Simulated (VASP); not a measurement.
# K (Fm-3m) in VASP: notebook, part 2 of 2

VASP 6.6.1. Earlier steps stand in the parts before.

### Step 3. Single point, PBE

INCAR reads:

```
SYSTEM = K
ADDGRID = .False. ; ALGO = Normal
EDIFF = 1E-6 ; ENCUT = 550
GGA = PE ; ISIF = 2
ISMEAR = 0 ; LASPH = .True.
LCHARG = .False. ; LREAL = .False.
LWAVE = .False. ; NELM = 100
PREC = Accurate ; SIGMA = 0.1
```

KPOINTS reads:

```
k-points
0
Gamma
  7 7 7
  0 0 0
```

POSCAR reads:

```
K
1.0
    0.0000000000      3.3918728180      3.3918728180
    3.3918728180      0.0000000000      3.3918728180
    3.3918728180      3.3918728180      0.0000000000
K
1
Direct
    0.0000000000      0.0000000000      0.0000000000
```

Potentials or basis: VASP PAW PBE potentials, release 64 (K_sv).

Run with:

```sh
cat potpaw_PBE.64/K_sv/POTCAR > POTCAR
mpirun -np 1 vasp_std > vasp.out
```

OUTCAR:

```text
SYSTEM = K
   EDIFF = 1E-6
   ENCUT = 550
   GGA = PE
   ISIF = 2
   ISMEAR = 0
   LASPH = .True.
   LREAL = .False.
   NELM = 100
   PREC = Accurate

 Found     20 irreducible k-points:

 Following reciprocal coordinates:
            Coordinates               Weight
  0.000000  0.000000  0.000000      1.000000
  0.142857  0.000000  0.000000      8.000000
  0.285714  0.000000  0.000000      8.000000
  0.428571  0.000000  0.000000      8.000000
  0.142857  0.142857  0.000000      6.000000
  0.285714  0.142857  0.000000     24.000000
   k-points           NKPTS =     20   k-points in BZ     NKDIM =     20   number of bands    NBANDS=      8
   number of dos      NEDOS =    301   number of ions     NIONS =      1
   total plane-waves  NPLWV =  64000
   dimension x,y,z NGX =    40 NGY =   40 NGZ =   40
   dimension x,y,z NGXF=    80 NGYF=   80 NGZF=   80
   ions per type =               1
   NGX,Y,Z   is equivalent  to a cutoff of  13.86, 13.86, 13.86 a.u.
   NGXF,Y,Z  is equivalent  to a cutoff of  27.73, 27.73, 27.73 a.u.
 SYSTEM =  K
   PREC   = accura    normal or accurate (medium, high low for compatibility)
   ISTART =      0    job   : 0-new  1-cont  2-samecut
   ICHARG =      2    charge: 1-file 2-atom 10-const
   ISPIN  =      1    spin polarized calculation?
   LNONCOLLINEAR =      F non collinear calculations
   LSORBIT =      F    spin-orbit coupling
   LASPH  =      T    aspherical Exc in radial PAW
   ENCUT  =  550.0 eV  40.42 Ry    6.36 a.u.   9.17  9.17  9.17*2*pi/ulx,y,z
   NELM   =    100;   NELMIN=  2; NELMDL= -5     # of ELM steps
   EDIFF  = 0.1E-05   stopping-criterion for ELM
   LREAL  =      F    real-space projection
   EDIFFG = 0.1E-04   stopping-criterion for IOM
   NSW    =      0    number of steps for IOM
   IBRION =     -1    ionic relax: 0-MD 1-quasi-New 2-CG
   NFREE  =      0    steps in history (QN), initial steepest desc. (CG)
   ISIF   =      2    stress and relaxation
   ISYM   =      2    0-nonsym 1-usesym 2-fastsym
   POTIM  = 0.5000    time-step for ionic-motion
   TEBEG  =    0.0;   TEEND  =   0.0 temperature during run
   PSTRESS=    0.0 pullay stress
   NELECT =       9.0000    total number of electrons
   NUPDOWN=      -1.0000    fix difference up-down
   EMIN   =  10.00;   EMAX   =-10.00  energy-range for DOS
   EFERMI =   0.00;   METHOD = LEGACY
   ISMEAR =     0;   SIGMA  =   0.10  broadening in eV -4-tet -1-fermi 0-gaus
   EFERMI_NEDOS =   21; number of points for ismear=-14 and -15
   IALGO  =     38    algorithm
   IMIX   =      4    mixing-type and parameters
     AMIX     =   0.40;   BMIX     =  1.00
     AMIX_MAG =   1.60;   BMIX_MAG =  1.00
  volume/ion in A,a.u.               =      78.05       526.68
  Fermi-wavevector in a.u.,A,eV,Ry     =   0.796843  1.505815  8.639139  0.634959
  Thomas-Fermi vector in A             =   1.903445
   LORBIT       =      0    0 simple, 1 ext, 2 COOP (PROOUT), +10 PAW based schemes
   GGA     = PE    functional components
   LHFCALC =     F    Hartree Fock is set to
   AEXX    =    0.0000 exact exchange contribution
   IVDW    =     0    specifies the selected vdW correction
   LEPSILON=     F    determine dielectric tensor
   LRPA    =     F    only Hartree local field effects (RPA)
 non-spin polarized calculation
 Gauss-broadening in eV      SIGMA  =   0.10
  energy-cutoff  :      550.00
  volume of cell :       78.05
 maximum number of plane-waves:      2301
 NGX is ok and might be reduce to    40
   NGX = 19   NGY = 19   NGZ = 19

 number of electron       9.0000000 magnetization

 Free energy of the ion-electron system (eV)
  ---------------------------------------------------
  ext. energy  EPLUGINS =         0.00000000
  ---------------------------------------------------
  free energy    TOTEN  =        -1.05601296 eV

  energy without entropy =       -1.05456812  energy(sigma->0) =       -1.05529054

 E-fermi :  -0.1593     XC(G=0):  -5.5101

 val. band max:       -0.4204861303   @ k =   0.4286   0.2857   0.0000
 cond. band min:      -0.1015544871   @ k =  -0.2857   0.2857   0.0000
 fundamental gap:      0.3189316431
 Fermi energy:        -0.1592591718

 k-point     1 :       0.0000    0.0000    0.0000
  band No.  band energies     occupation
      1     -32.4113      2.00000
      2     -15.8655      2.00000
      3     -15.8655      2.00000
      4     -15.8655      2.00000
      5      -2.3201      2.00000
      6       3.9060      0.00000
      7       3.9060      0.00000
      8       3.9060      0.00000
[... 45 lines left out ...]
 k-point     6 :       0.2857    0.1429    0.0000
  band No.  band energies     occupation
      1     -32.4097      2.00000
      2     -15.8920      2.00000
      3     -15.8730      2.00000
      4     -15.8724      2.00000
      5      -1.5063      2.00000
      6       2.5691      0.00000
      7       3.5897      0.00000
      8       3.9457      0.00000

 [... further k-points ...]
[... 5 lines left out ...]
  --------------------------------------------------------------------------------------
  -------------------------------------------------------------------------------------
  Total       -0.0938659     -0.0938659     -0.0938659     -0.0000000     -0.0000000      0.0000000
  in kB       -1.9269471     -1.9269471     -1.9269471     -0.0000000     -0.0000000      0.0000000
  external PRESSURE =      -1.9269471 kB  Pullay stress =       0.0000000 kB

 VOLUME and BASIS-vectors are now :
 -----------------------------------------------------------------------------
  energy-cutoff  :      550.00
  volume of cell :       78.05
      direct lattice vectors                 reciprocal lattice vectors
     0.000000000  3.391872818  3.391872818    -0.147411188  0.147411188  0.147411188
     3.391872818  0.000000000  3.391872818     0.147411188 -0.147411188  0.147411188
     3.391872818  3.391872818  0.000000000     0.147411188  0.147411188 -0.147411188

 POSITION                                       TOTAL-FORCE (eV/Angst)
 -----------------------------------------------------------------------------------
      0.00000      0.00000      0.00000        -0.000000     -0.000000     -0.000000
 -----------------------------------------------------------------------------------
    total drift:                               -0.000000     -0.000000     -0.000000

  FREE ENERGIE OF THE ION-ELECTRON SYSTEM (eV)
  ---------------------------------------------------
  free  energy   TOTEN  =        -1.0560129578 eV

  energy  without entropy=       -1.0545681236  energy(sigma->0) =       -1.05529054
```

OSZICAR:

```text
N       E                     dE             d eps       ncg     rms          rms(c)
DAV:   1     0.501668633939E+02    0.50167E+02   -0.37194E+03   320   0.894E+02
DAV:   2     0.644108924717E+00   -0.49523E+02   -0.49209E+02   320   0.220E+02
DAV:   3    -0.101808165335E+01   -0.16622E+01   -0.16568E+01   488   0.369E+01
DAV:   4    -0.105330466916E+01   -0.35223E-01   -0.35223E-01   504   0.489E+00
DAV:   5    -0.105524001661E+01   -0.19353E-02   -0.19353E-02   512   0.528E-01    0.180E+00
DAV:   6    -0.105551943526E+01   -0.27942E-03   -0.12464E-03   528   0.274E-01    0.111E+00
DAV:   7    -0.105594047244E+01   -0.42104E-03   -0.26725E-03   504   0.405E-01    0.507E-02
DAV:   8    -0.105600415251E+01   -0.63680E-04   -0.11871E-04   480   0.153E-01    0.177E-02
DAV:   9    -0.105601373896E+01   -0.95865E-05   -0.12528E-05   464   0.291E-02    0.574E-03
DAV:  10    -0.105601295782E+01    0.78114E-06   -0.18495E-06   496   0.127E-02
   1 F= -.10560130E+01 E0= -.10552905E+01  d E =-.144483E-02
```

stdout:

```text
POSCAR found type information on POSCAR K
 POSCAR found :  1 types and       1 ions
 scaLAPACK will be used
 LDA part: xc-table for (Slater+PW92), standard interpolation
 POSCAR, INCAR and KPOINTS ok, starting setup
 FFT: planning ... GRIDC
 FFT: planning ... GRID_SOFT
 FFT: planning ... GRID
 WAVECAR not read
 entering main loop
```

Run time: 13 s. Hardware: 1 thread of Intel Xeon Platinum 8488C (Sapphire Rapids), shared host; peak memory 0.23 GiB.

These settings aren't checked as converged: the numbers below hold their error.

What came out:

* Free energy: -1.0560 eV
* Pressure: -0.2 GPa
* Band gap on the k mesh: none (metal or under the smearing width)

### Step 4. Single point, PBE

INCAR, as its differences from that of step 3:

```diff
@@ -2,3 +2,3 @@
 ADDGRID = .False. ; ALGO = Normal
-EDIFF = 1E-6 ; ENCUT = 550
+EDIFF = 1E-6 ; ENCUT = 700
 GGA = PE ; ISIF = 2
```

KPOINTS is that of step 3.

POSCAR is that of step 3.

Run with:

```sh
cat potpaw_PBE.64/K_sv/POTCAR > POTCAR
mpirun -np 1 vasp_std > vasp.out
```

Run time: 14 s. Hardware: 1 thread of Intel Xeon Platinum 8488C (Sapphire Rapids), shared host; peak memory 0.23 GiB.

These settings aren't checked as converged: the numbers below hold their error.

What came out:

- Free energy: -1.0560 eV
- Pressure: -0.2 GPa
- Band gap on the k mesh: none (metal or under the smearing width)

### Step 5. Single point, PBE

INCAR, as its differences from that of step 4:

```diff
@@ -2,3 +2,3 @@
 ADDGRID = .False. ; ALGO = Normal
-EDIFF = 1E-6 ; ENCUT = 700
+EDIFF = 1E-6 ; ENCUT = 300
 GGA = PE ; ISIF = 2
```

KPOINTS reads:

```
k-points
0
Gamma
  11 11 11
  0 0 0
```

POSCAR is that of step 4.

Potentials or basis: VASP PAW PBE potentials, release 64 (K_sv).

Run with:

```sh
cat potpaw_PBE.64/K_sv/POTCAR > POTCAR
mpirun -np 1 vasp_std > vasp.out
```

OUTCAR:

```text
SYSTEM = K
   EDIFF = 1E-6
   ENCUT = 300
   GGA = PE
   ISIF = 2
   ISMEAR = 0
   LASPH = .True.
   LREAL = .False.
   NELM = 100
   PREC = Accurate

 Found     56 irreducible k-points:

 Following reciprocal coordinates:
            Coordinates               Weight
  0.000000  0.000000  0.000000      1.000000
  0.090909  0.000000  0.000000      8.000000
  0.181818  0.000000  0.000000      8.000000
  0.272727  0.000000  0.000000      8.000000
  0.363636  0.000000  0.000000      8.000000
  0.454545  0.000000  0.000000      8.000000
   k-points           NKPTS =     56   k-points in BZ     NKDIM =     56   number of bands    NBANDS=      8
[... 135 lines left out ...]
      6       0.6006      0.00000
      7       3.7100      0.00000
      8       3.7100      0.00000

 [... further k-points ...]
[... 5 lines left out ...]
  --------------------------------------------------------------------------------------
  -------------------------------------------------------------------------------------
  Total       -0.1460897     -0.1460897     -0.1460897      0.0000000      0.0000000     -0.0000000
  in kB       -2.9990338     -2.9990338     -2.9990338      0.0000000      0.0000000     -0.0000000
  external PRESSURE =      -2.9990338 kB  Pullay stress =       0.0000000 kB

 VOLUME and BASIS-vectors are now :
 -----------------------------------------------------------------------------
  energy-cutoff  :      300.00
  volume of cell :       78.05
      direct lattice vectors                 reciprocal lattice vectors
     0.000000000  3.391872818  3.391872818    -0.147411188  0.147411188  0.147411188
     3.391872818  0.000000000  3.391872818     0.147411188 -0.147411188  0.147411188
     3.391872818  3.391872818  0.000000000     0.147411188  0.147411188 -0.147411188

 POSITION                                       TOTAL-FORCE (eV/Angst)
 -----------------------------------------------------------------------------------
      0.00000      0.00000      0.00000         0.000000     -0.000000      0.000000
 -----------------------------------------------------------------------------------
    total drift:                               -0.000000     -0.000000     -0.000000

  FREE ENERGIE OF THE ION-ELECTRON SYSTEM (eV)
  ---------------------------------------------------
  free  energy   TOTEN  =        -1.0446314226 eV

  energy  without entropy=       -1.0400861001  energy(sigma->0) =       -1.04235876
```

Wall time 10 s (1 thread of Intel Xeon Platinum 8488C (Sapphire Rapids), shared host); peak memory 0.15 GiB.

The run converged, but some of its settings lie outside the range that counts as converged, so its numbers aren't taken as properties of the crystal.

Results:

```
Free energy            : -1.0446 eV
Pressure               : -0.3 GPa
Band gap on the k mesh : none (metal or under the smearing width)
```

Caveat: the cutoff is under 1.25 times the usual one of these potentials, so pressure, stress and relaxed cells hold a basis-set (Pulay) error.

### Step 6. For comparison

An earlier run on the cell as given: functional PBE; potentials or basis VASP PAW PBE potentials, release 64 (K_sv); cutoff 520 eV; k mesh 7 × 7 × 7; occupations fermi-dirac, width 0.05 eV; no spin polarisation.

* Pressure: -0.2 GPa
* Band gap on the k mesh: none (metal or under the smearing width)
